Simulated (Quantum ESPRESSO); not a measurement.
# MoS2 (P-3m1) in Quantum ESPRESSO: a series of runs

The runs below take MoS2 through single point, equation of state, with LDA.

Everything below comes from runs of Quantum ESPRESSO 7.5. Logs are shortened: lines on timing, memory, paths and dates and some standing lists are left out, and cuts for length are marked.

**1. The crystal as given**

Symmetry: P-3m1, No. 164, trigonal system. The conventional cell has a = 3.227 Å, b = 3.227 Å, c = 6.312 Å, α = 90.00°, β = 90.00°, γ = 120.00°. Mo (site symmetry -3m) has 6 S at 2.42 Å as nearest neighbours. S (site symmetry 3m) is surrounded by 3 Mo at 2.42 Å.

Measurements of this composition are mostly on another form, of space group No. 194.

**2. Single point, LDA, 17.84 Å³/atom**

pw.in

```
&CONTROL
  calculation = 'scf'
  prefix = 'pwscf'
  outdir = './tmp'
  pseudo_dir = './pseudo'
  tprnfor = .true.
  tstress = .true.
  disk_io = 'nowf'
/
&SYSTEM
  ibrav = 0
  nat = 3
  ntyp = 2
  ecutwfc = 80
  nbnd = 20
  occupations = 'smearing'
  smearing = 'fd'
  degauss = 0.00367493
/
&ELECTRONS
  conv_thr = 6d-10
  electron_maxstep = 120
  mixing_beta = 0.5
/
ATOMIC_SPECIES
Mo    95.9500 Mo.upf
S     32.0600 S.upf
CELL_PARAMETERS angstrom
   3.1615794509    0.0000000000    0.0000000000
  -1.5807897255    2.7380081205    0.0000000000
   0.0000000000    0.0000000000    6.1836112739
ATOMIC_POSITIONS crystal
Mo     0.0000000000    0.0000000000    0.5000000000
S      0.6666666667    0.3333333333    0.7446806800
S      0.3333333333    0.6666666667    0.2553193200
K_POINTS automatic
9 9 4 0 0 0
```

Potentials or basis: PseudoDojo 0.4.1 SR LDA standard.

On the command line:

```
$ OMP_NUM_THREADS=1 pw.x -in pw.in > pw.out
```

pw.out:

```text
This program is part of the open-source Quantum ESPRESSO suite
     for quantum simulation of materials; please cite
         "P. Giannozzi et al., J. Phys.:Condens. Matter 21 395502 (2009);
         "P. Giannozzi et al., J. Phys.:Condens. Matter 29 465901 (2017);
         "P. Giannozzi et al., J. Chem. Phys. 152 154105 (2020);
     in publications or presentations arising from this work. More details at

     Message from routine setup:
     using ibrav=0 with symmetry is DISCOURAGED, use correct ibrav instead

     G-vector sticks info
     --------------------
     sticks:   dense  smooth     PW     G-vecs:    dense   smooth      PW
     Sum         769     769    235                34879    34879    5527

     Using Slab Decomposition

     bravais-lattice index     =            0
     lattice parameter (alat)  =       5.9745  a.u.
     unit-cell volume          =     361.2248 (a.u.)^3
     number of atoms/cell      =            3
     number of atomic types    =            2
     number of electrons       =        26.00
     number of Kohn-Sham states=           20
     kinetic-energy cutoff     =      80.0000  Ry
     charge density cutoff     =     320.0000  Ry
     scf convergence threshold =      6.0E-10
     mixing beta               =       0.5000
     number of iterations used =            8  plain     mixing
     Exchange-correlation= SLA  PW   NOGX NOGC
                           (   1   4   0   0   0   0   0)

     celldm(1)=   5.974519  celldm(2)=   0.000000  celldm(3)=   0.000000
     celldm(4)=   0.000000  celldm(5)=   0.000000  celldm(6)=   0.000000

     crystal axes: (cart. coord. in units of alat)
               a(1) = (   1.000000   0.000000   0.000000 )
               a(2) = (  -0.500000   0.866025   0.000000 )
               a(3) = (   0.000000   0.000000   1.955861 )

     reciprocal axes: (cart. coord. in units 2 pi/alat)
               b(1) = (  1.000000  0.577350 -0.000000 )
               b(2) = (  0.000000  1.154701  0.000000 )
               b(3) = (  0.000000 -0.000000  0.511284 )

     PseudoPot. # 1 for Mo read from file:
     Mo.upf
     Pseudo is Norm-conserving + core correction, Zval = 14.0
     Generated using ONCVPSP code by D. R. Hamann
     Using radial grid of 1602 points,  6 beta functions with:
                l(1) =   0
                l(2) =   0
                l(3) =   1
                l(4) =   1
                l(5) =   2
                l(6) =   2

     PseudoPot. # 2 for S  read from file:
     S.upf
     Pseudo is Norm-conserving + core correction, Zval =  6.0
     Generated using ONCVPSP code by D. R. Hamann
     Using radial grid of 1132 points,  6 beta functions with:
                l(1) =   0
                l(2) =   0
                l(3) =   1
                l(4) =   1
                l(5) =   2
                l(6) =   2

     atomic species   valence    mass     pseudopotential
     Mo               14.00    95.95000     Mo( 1.00)
     S                 6.00    32.06000     S ( 1.00)

     12 Sym. Ops., with inversion, found

   Cartesian axes

     site n.     atom                  positions (alat units)
         1        Mo     tau(   1) = (   0.0000000   0.0000000   0.9779307  )
         2        S      tau(   2) = (   0.5000000   0.2886751   1.4564922  )
         3        S      tau(   3) = (  -0.0000000   0.5773503   0.4993692  )

     number of k points=    43  Fermi-Dirac smearing, width (Ry)=  0.0037
                       cart. coord. in units 2pi/alat
        k(    1) = (   0.0000000   0.0000000   0.0000000), wk =   0.0061728
        k(    2) = (   0.0000000   0.0000000   0.1278209), wk =   0.0123457
        k(    3) = (   0.0000000   0.0000000  -0.2556418), wk =   0.0061728
        k(    4) = (   0.0000000   0.1283001   0.0000000), wk =   0.0370370
        k(    5) = (   0.0000000   0.1283001   0.1278209), wk =   0.0370370
        k(    6) = (   0.0000000   0.1283001  -0.2556418), wk =   0.0370370
[... 35 lines left out ...]
        k(   42) = (  -0.1111111   0.4490502  -0.1278209), wk =   0.0740741
        k(   43) = (  -0.2222222   0.5132002  -0.1278209), wk =   0.0740741

     Dense  grid:    34879 G-vectors     FFT dimensions: (  36,  36,  72)

     Initial potential from superposition of free atoms

     starting charge      25.9988, renormalised to      26.0000
     Starting wfcs are   18 randomized atomic wfcs +    2 random wfcs

     Self-consistent Calculation

     iteration #  1     ecut=    80.00 Ry     beta= 0.50
     Davidson diagonalization with overlap
     ethr =  1.00E-02,  avg # of iterations =  4.9

     total energy              =    -184.94775838 Ry
     estimated scf accuracy    <       0.42188439 Ry

     iteration #  2     ecut=    80.00 Ry     beta= 0.50
     Davidson diagonalization with overlap
     ethr =  1.62E-03,  avg # of iterations =  2.0

     total energy              =    -184.86537767 Ry
     estimated scf accuracy    <       1.73181041 Ry

     iteration #  3     ecut=    80.00 Ry     beta= 0.50
     Davidson diagonalization with overlap
     ethr =  1.62E-03,  avg # of iterations =  2.1

     total energy              =    -185.12253267 Ry
     estimated scf accuracy    <       0.04272283 Ry

     iteration #  4     ecut=    80.00 Ry     beta= 0.50
     Davidson diagonalization with overlap
     ethr =  1.64E-04,  avg # of iterations =  2.6

     total energy              =    -185.12568071 Ry
     estimated scf accuracy    <       0.00220732 Ry

     iteration #  5     ecut=    80.00 Ry     beta= 0.50
     Davidson diagonalization with overlap
     ethr =  8.49E-06,  avg # of iterations =  6.2

     total energy              =    -185.12608222 Ry
     estimated scf accuracy    <       0.00055510 Ry

     iteration #  6     ecut=    80.00 Ry     beta= 0.50
     Davidson diagonalization with overlap
     ethr =  2.13E-06,  avg # of iterations =  2.5

     total energy              =    -185.12616197 Ry
     estimated scf accuracy    <       0.00000482 Ry

     iteration #  7     ecut=    80.00 Ry     beta= 0.50
     Davidson diagonalization with overlap
     ethr =  1.85E-08,  avg # of iterations =  3.9

     total energy              =    -185.12616434 Ry
     estimated scf accuracy    <       0.00000015 Ry

     iteration #  8     ecut=    80.00 Ry     beta= 0.50
     Davidson diagonalization with overlap
     ethr =  5.93E-10,  avg # of iterations =  3.2

     total energy              =    -185.12616436 Ry
     estimated scf accuracy    <       0.00000014 Ry

     iteration #  9     ecut=    80.00 Ry     beta= 0.50
     Davidson diagonalization with overlap
     ethr =  5.38E-10,  avg # of iterations =  2.2

     total energy              =    -185.12616438 Ry
     estimated scf accuracy    <       0.00000001 Ry

     iteration # 10     ecut=    80.00 Ry     beta= 0.50
     Davidson diagonalization with overlap
     ethr =  4.41E-11,  avg # of iterations =  1.9

     total energy              =    -185.12616438 Ry
     estimated scf accuracy    <          1.7E-09 Ry

     iteration # 11     ecut=    80.00 Ry     beta= 0.50
     Davidson diagonalization with overlap
     ethr =  6.42E-12,  avg # of iterations =  2.0

     End of self-consistent calculation

          k = 0.0000 0.0000 0.0000 (  4407 PWs)   bands (ev):

   -50.6534 -24.8096 -24.7014 -24.7014  -4.2319  -2.5725   3.8624   6.6495
     6.6495   9.0973   9.7097   9.8913   9.8913  10.7285  10.7285  14.4184
    14.4184  16.9936  17.4952  20.3994

          k = 0.0000 0.0000 0.1278 (  4389 PWs)   bands (ev):

   -50.6534 -24.8097 -24.7014 -24.7014  -4.1387  -2.7398   4.2397   6.6541
     6.6541   7.9441   9.8875   9.8875  10.5570  10.6902  10.6902  14.5122
    14.5122  16.8356  18.2102  20.6378

          k = 0.0000 0.0000-0.2556 (  4414 PWs)   bands (ev):

   -50.6534 -24.8097 -24.7014 -24.7014  -4.0218  -2.9270   4.7439   6.6588
     6.6588   7.1059   9.8837   9.8837  10.6530  10.6530  10.9550  14.6073
    14.6073  16.8399  18.9625  20.1267

          k = 0.0000 0.1283 0.0000 (  4403 PWs)   bands (ev):

   -50.6484 -24.7996 -24.7517 -24.7128  -4.0266  -2.5379   4.1177   6.2081
     6.7645   8.7731   9.3084   9.4245   9.7348  10.9650  11.2859  13.9243
    14.3353  17.9164  18.0928  19.9527

          k = 0.0000 0.1283 0.1278 (  4389 PWs)   bands (ev):

   -50.6484 -24.7996 -24.7517 -24.7128  -3.9329  -2.6947   4.4847   6.0837
     6.7749   8.3471   8.9244   9.2786  10.2116  11.2494  11.2844  13.8544
    14.4923  17.6396  18.8486  20.1487

          k = 0.0000 0.1283-0.2556 (  4390 PWs)   bands (ev):

   -50.6484 -24.7996 -24.7517 -24.7128  -3.8171  -2.8685   4.9901   5.8415
     6.7714   7.8422   8.8199   9.2798  10.3475  11.2695  11.5894  13.9128
    14.4520  17.5937  19.4445  19.9086

          k = 0.0000 0.2566 0.0000 (  4375 PWs)   bands (ev):

   -50.6358 -24.8774 -24.7737 -24.7414  -3.4669  -2.4419   4.7563   5.6462
     6.9225   6.9562   8.8211   9.2727   9.5037  11.2943  11.7233  13.9982
    14.3966  18.3574  18.9537  19.4980

          k = 0.0000 0.2566 0.1278 (  4367 PWs)   bands (ev):

   -50.6358 -24.8774 -24.7737 -24.7414  -3.3645  -2.5849   5.1686   5.3990
     6.9317   6.9940   8.6385   8.7909   9.8434  11.4147  11.7264  13.9013
    14.4845  18.6413  18.8431  19.8855
[... 163 lines left out ...]
          k = 0.3333 0.5774-0.2556 (  4338 PWs)   bands (ev):

   -50.6052 -24.9920 -24.9920 -24.7119  -1.9119  -1.9119   5.0316   5.0316
     5.4652   6.9814   7.0215   7.0215  11.3046  11.3046  11.6242  14.8290
    14.8290  18.4586  18.8736  18.8736

          k = 0.0000 0.1283-0.1278 (  4389 PWs)   bands (ev):

   -50.6484 -24.7996 -24.7517 -24.7128  -3.9362  -2.6888   4.4540   6.1280
     6.7610   8.3691   8.8252   9.3094  10.2694  11.2712  11.3076  13.9865
    14.2945  17.6172  18.8586  19.7255

          k = 0.0000 0.2566-0.1278 (  4367 PWs)   bands (ev):

   -50.6358 -24.8774 -24.7738 -24.7414  -3.4009  -2.5305   4.7448   5.8476
     6.8495   6.9018   8.8189   8.8551   9.7491  11.7941  11.8392  13.5443
    14.2244  18.1685  18.5555  19.3420

          k = 0.0000 0.3849-0.1278 (  4378 PWs)   bands (ev):

   -50.6213 -25.0172 -24.7738 -24.7444  -2.8303  -2.1794   4.6259   5.1807
     6.4167   6.7729   8.6379   8.9544   8.9881  11.8977  12.4296  14.0360
    14.4519  16.9151  17.4229  20.4489

          k = 0.0000 0.5132-0.1278 (  4346 PWs)   bands (ev):

   -50.6118 -25.1068 -24.7947 -24.7251  -2.5880  -1.6864   3.8269   5.1781
     6.3340   6.5957   8.1813   8.9161   9.2307  11.9833  12.8549  14.6507
    14.7216  16.2350  17.1418  19.0330

          k =-0.1111 0.3208-0.1278 (  4376 PWs)   bands (ev):

   -50.6260 -24.9571 -24.7791 -24.7534  -2.9512  -2.3919   4.8594   5.7680
     6.1183   6.9326   7.8876   8.9613   9.8466  11.5011  12.3369  13.4514
    14.5195  18.0805  18.6713  19.8839

          k =-0.1111 0.4491-0.1278 (  4362 PWs)   bands (ev):

   -50.6141 -25.0620 -24.8149 -24.7296  -2.5583  -1.9262   4.3992   4.9986
     6.4281   6.7070   7.8435   8.3429   9.8660  11.8336  12.6884  13.6776
    14.8717  17.1555  17.9392  19.6235

          k =-0.2222 0.5132-0.1278 (  4358 PWs)   bands (ev):

   -50.6077 -25.0545 -24.8991 -24.7169  -2.2096  -1.7977   4.4678   5.0694
     6.1893   6.6926   6.9333   7.7863  10.6506  11.8026  12.3844  13.5768
    15.0548  17.6599  18.6468  19.0577

     the Fermi energy is    10.9589 ev

!    total energy              =    -185.12616438 Ry
     estimated scf accuracy    <          2.2E-11 Ry
     smearing contrib. (-TS)   =      -0.00058477 Ry
     internal energy E=F+TS    =    -185.12557961 Ry

     The total energy is F=E-TS. E is the sum of the following terms:
     one-electron contribution =     -92.38747314 Ry
     hartree contribution      =      57.12506545 Ry
     xc contribution           =     -33.31999484 Ry
     ewald contribution        =    -116.54317707 Ry

     convergence has been achieved in  11 iterations

     Forces acting on atoms (cartesian axes, Ry/au):

     atom    1 type  1   force =     0.00000000   -0.00000000    0.00000000
     atom    2 type  2   force =    -0.00000000    0.00000000    0.03521380
     atom    3 type  2   force =     0.00000000    0.00000000   -0.03521380

     Total force =     0.049800     Total SCF correction =     0.000002

     Computing stress (Cartesian axis) and pressure

          total   stress  (Ry/bohr**3)                   (kbar)     P=       28.51
   0.00009231   0.00000000   0.00000000           13.58        0.00        0.00
   0.00000000   0.00009231   0.00000000            0.00       13.58        0.00
   0.00000000  -0.00000000   0.00039673            0.00       -0.00       58.36

=------------------------------------------------------------------------------=
   JOB DONE.
=------------------------------------------------------------------------------=
```

Wall time 59 s (1 thread of Intel Xeon at 2.70GHz, shared host); peak memory 0.12 GiB.

What came out:

```
Free energy            : -2518.7698 eV
Pressure               : 2.9 GPa
Largest force          : 0.905 eV/Å
Band gap on the k mesh : none (metal or under the smearing width)
```

**3. Single point, LDA, 18.22 Å³/atom**

Edit pw.in of step 2 so:

```diff
@@ -28,5 +28,5 @@
 CELL_PARAMETERS angstrom
-   3.1615794509    0.0000000000    0.0000000000
-  -1.5807897255    2.7380081205    0.0000000000
-   0.0000000000    0.0000000000    6.1836112739
+   3.1838448285    0.0000000000    0.0000000000
+  -1.5919224143    2.7572905031    0.0000000000
+   0.0000000000    0.0000000000    6.2271592669
 ATOMIC_POSITIONS crystal
```

Potentials or basis: PseudoDojo 0.4.1 SR LDA standard.

On the command line:

```
$ OMP_NUM_THREADS=1 pw.x -in pw.in > pw.out
```

Wall time 61 s (1 thread of Intel Xeon at 2.70GHz, shared host); peak memory 0.13 GiB.

The run converged. Its results:

- Free energy: -2518.7783 eV
- Pressure: -0.4 GPa
- Largest force: 0.528 eV/Å
- Band gap on the k mesh: none (metal or under the smearing width)

**4. Single point, LDA, 18.60 Å³/atom**

Edit pw.in of step 3 so:

```diff
@@ -28,5 +28,5 @@
 CELL_PARAMETERS angstrom
-   3.1838448285    0.0000000000    0.0000000000
-  -1.5919224143    2.7572905031    0.0000000000
-   0.0000000000    0.0000000000    6.2271592669
+   3.2058030729    0.0000000000    0.0000000000
+  -1.6029015365    2.7763069006    0.0000000000
+   0.0000000000    0.0000000000    6.2701065500
 ATOMIC_POSITIONS crystal
```

On the command line:

```
$ OMP_NUM_THREADS=1 pw.x -in pw.in > pw.out
```

Wall time 62 s (1 thread of Intel Xeon at 2.70GHz, shared host); peak memory 0.13 GiB.

Results (log left out):

| Property | Result |
| --- | --- |
| Free energy | -2518.7650 eV |
| Pressure | -3.3 GPa |
| Largest force | 0.178 eV/Å |
| Band gap on the k mesh | none (metal or under the smearing width) |

**5. Single point, LDA, 18.98 Å³/atom**

Edit pw.in of step 4 so:

```diff
@@ -28,5 +28,5 @@
 CELL_PARAMETERS angstrom
-   3.2058030729    0.0000000000    0.0000000000
-  -1.6029015365    2.7763069006    0.0000000000
-   0.0000000000    0.0000000000    6.2701065500
+   3.2274645616    0.0000000000    0.0000000000
+  -1.6137322808    2.7950663001    0.0000000000
+   0.0000000000    0.0000000000    6.3124734200
 ATOMIC_POSITIONS crystal
```

On the command line:

```
$ OMP_NUM_THREADS=1 pw.x -in pw.in > pw.out
```

Wall time 52 s (1 thread of Intel Xeon at 2.70GHz, shared host); peak memory 0.13 GiB.

The run converged. Its results:

```
Free energy            : -2518.7322 eV
Pressure               : -5.9 GPa
Largest force          : 0.145 eV/Å
Band gap on the k mesh : none (metal or under the smearing width)
```

**6. Single point, LDA, 19.36 Å³/atom**

Edit pw.in of step 5 so:

```diff
@@ -28,5 +28,5 @@
 CELL_PARAMETERS angstrom
-   3.2274645616    0.0000000000    0.0000000000
-  -1.6137322808    2.7950663001    0.0000000000
-   0.0000000000    0.0000000000    6.3124734200
+   3.2488391220    0.0000000000    0.0000000000
+  -1.6244195610    2.8135772124    0.0000000000
+   0.0000000000    0.0000000000    6.3542790981
 ATOMIC_POSITIONS crystal
```

Potentials or basis: PseudoDojo 0.4.1 SR LDA standard.

On the command line:

```
$ OMP_NUM_THREADS=1 pw.x -in pw.in > pw.out
```

Run time: 51 s. Hardware: 1 thread of Intel Xeon at 2.70GHz, shared host; peak memory 0.13 GiB.

Results (log left out):

```yaml
Free_energy: -2518.6818 eV
Pressure: -8.2 GPa
Largest_force: 0.445 eV/Å
Band_gap_on_the_k_mesh: none (metal or under the smearing width)
```

**7. Single point, LDA, 19.74 Å³/atom**

Edit pw.in of step 6 so:

```diff
@@ -28,5 +28,5 @@
 CELL_PARAMETERS angstrom
-   3.2488391220    0.0000000000    0.0000000000
-  -1.6244195610    2.8135772124    0.0000000000
-   0.0000000000    0.0000000000    6.3542790981
+   3.2699360711    0.0000000000    0.0000000000
+  -1.6349680355    2.8318477062    0.0000000000
+   0.0000000000    0.0000000000    6.3955418068
 ATOMIC_POSITIONS crystal
```

On the command line:

```
$ OMP_NUM_THREADS=1 pw.x -in pw.in > pw.out
```

It took 54 s on 1 thread of Intel Xeon at 2.70GHz, shared host; peak memory 0.13 GiB.

The run converged. Its results:

```
Free energy            : -2518.6159 eV
Pressure               : -10.3 GPa
Largest force          : 0.722 eV/Å
Band gap on the k mesh : none (metal or under the smearing width)
```

**8. Single point, LDA, 20.12 Å³/atom**

Edit pw.in of step 7 so:

```diff
@@ -28,5 +28,5 @@
 CELL_PARAMETERS angstrom
-   3.2699360711    0.0000000000    0.0000000000
-  -1.6349680355    2.8318477062    0.0000000000
-   0.0000000000    0.0000000000    6.3955418068
+   3.2907642509    0.0000000000    0.0000000000
+  -1.6453821255    2.8498854391    0.0000000000
+   0.0000000000    0.0000000000    6.4362788402
 ATOMIC_POSITIONS crystal
```

On the command line:

```
$ OMP_NUM_THREADS=1 pw.x -in pw.in > pw.out
```

It took 67 s on 1 thread of Intel Xeon at 2.70GHz, shared host; peak memory 0.14 GiB.

It converged, with:

```yaml
Free_energy: -2518.5361 eV
Pressure: -12.1 GPa
Largest_force: 0.979 eV/Å
Band_gap_on_the_k_mesh: none (metal or under the smearing width)
```

**9. Equation of state, LDA**

Potentials or basis: PseudoDojo 0.4.1 SR LDA standard.

This step only gathers the single runs of the series.

Results:

- Equilibrium volume: 18.17 Å³/atom
- Bulk modulus at fixed shape and positions: 149 GPa
- Pressure derivative of the bulk modulus: 4.4

Energy against volume, from the lowest point:
```
volume (Å³/atom)  energy (meV/atom)
          17.843               2.86
          18.222               0.00
          18.602               4.44
          18.982              15.39
          19.361              32.17
          19.741              54.14
          20.120              80.75
```

Caveat: the cell was scaled at fixed shape and fractional positions, which overstates the stiffness of a crystal with free parameters, most of all of layers and chains.

**10. The reference run**

An earlier run on the cell as given: functional PBE; potentials or basis SSSP 1.3 efficiency PBE; cutoff 816 eV; density cutoff 5987 eV; k mesh 9 × 9 × 4; occupations fermi-dirac, width 0.05 eV; no spin polarisation.

* Pressure: 1.0 GPa
* Largest force: 0.291 eV/Å
* Band gap on the k mesh: none (metal or under the smearing width)
